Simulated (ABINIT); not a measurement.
NaF (Villiaumite), 2 atoms in the cell. Symmetry: Fm-3m, No. 225, cubic system. Conventional cell: a = 4.640 Å, b = 4.640 Å, c = 4.640 Å, α = 90.00°, β = 90.00°, γ = 90.00°. Around Na (site symmetry m-3m) lie 6 F at 2.32 Å. F (site symmetry m-3m) is surrounded by 6 Na at 2.32 Å. 

* Program: ABINIT 10.8.3 (patched build)
* Task: single point
* Functional: LDA
* Potentials or basis: PseudoDojo NC SR LDA v0.4.1 standard
* Cutoff: 1088 eV
* k mesh: 8 × 8 × 8
* Occupations: fermi-dirac, width 0.05 eV
* Spin: no spin polarisation

Potentials or basis: PseudoDojo NC SR LDA v0.4.1 standard.

Command:

```bash
$ abinit run.abi > log 2>&1
```

Hardware: 1 thread of Arm Neoverse V1, on a shared host.

**Question.** How long does it take, and how much memory?

**Answer.** It took 21 s on 1 thread of Arm Neoverse V1, with other jobs on the host, peak memory 0.07 GiB. Counts: scf iterations 10, mpi ranks 1, k points 29, bands 12, plane waves 2051.
